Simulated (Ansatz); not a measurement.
The system is GaSb.

```
Sb Ga
1.0
     0.00000    3.05900    3.05900
     3.05900    0.00000    3.05900
     3.05900    3.05900    0.00000
Sb Ga
1 1
Direct
  0.75000 0.75000 0.75000
  0.00000 0.00000 0.00000
```

Program: Ansatz 0.2.0. Alike in all runs: cell as given; cutoff (eV) 420; smearing fermi-dirac 0.05 eV. Hardware: 2 threads of Arm Neoverse V1, on a shared host.

Q: Order these runs on this cell by their wall time, lowest first.
A. task single point; level PBE; potentials or basis Ansatz PAW; spin off; k mesh 3 × 3 × 3; mesh quality coarse
B. task band structure; level PBEsol; potentials or basis Ansatz PAW; spin SOC, no magnetisation; k mesh 8 × 8 × 8; points for each segment of the path 14; mesh quality not flagged
C. task band structure; level PBE; potentials or basis Ansatz PAW polarizable; spin off; k mesh 8 × 8 × 8; points for each segment of the path 14; mesh quality not flagged

A: A (0.53 s), C (5.3 s), B (26 s).

Caveats: some runs use coarse meshes.
